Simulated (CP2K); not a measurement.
The system is Tc.

```xyz
2
Lattice="2.7400 0.0000 0.0000 -1.3700 2.3729 0.0000 0.0000 0.0000 4.3980" Properties=species:S:1:pos:R:3 pbc="T T T"
Tc    1.3700    0.7910    3.2985
Tc    0.0000    1.5819    1.0995
```

Program: CP2K 2026.2. Alike in all runs: no spin polarisation; cell as given; k mesh 11 × 11 × 6.

Q: Order these runs on this cell by their pressure, lowest first.
A. level r2SCAN; potentials or basis POTENTIAL_UZH Tc GTH-SCAN-q15; TZVP-MOLOPT-SCAN-GTH basis; smearing fermi-dirac 0.05 eV; EPS_DEFAULT 1.0E-9; basis sets Tc TZVP-MOLOPT-SCAN-GTH-q15; potentials Tc GTH-SCAN-q15 of POTENTIAL_UZH; CUTOFF of the grids 675 Ry; points a segment of the path (NPOINTS) 6
B. level LDA; potentials or basis GTH_POTENTIALS Tc GTH-PADE-q15; TZVP-MOLOPT-PBE-GTH basis; smearing fermi-dirac 0.1 eV; EPS_DEFAULT 1.0E-10; basis sets Tc TZVP-MOLOPT-PBE-GTH-q15; potentials Tc GTH-PADE-q15 of GTH_POTENTIALS; CUTOFF of the grids 450 Ry; points a segment of the path (NPOINTS) 6
C. level PBEsol; potentials or basis POTENTIAL_UZH Tc GTH-PBE-q15; TZVP-MOLOPT-PBE-GTH basis; smearing fermi-dirac 0.05 eV; EPS_DEFAULT 1.0E-10; basis sets Tc TZVP-MOLOPT-PBE-GTH-q15; potentials Tc GTH-PBE-q15 of POTENTIAL_UZH; CUTOFF of the grids 450 Ry

A: B (-8.6 GPa), C (-2.1 GPa), A (4.8 GPa).

Caveats: the basis of atomic orbitals isn't converged, which shifts pressures, moduli and gaps; the potentials were made for another functional, which shifts forces and pressure (some runs).
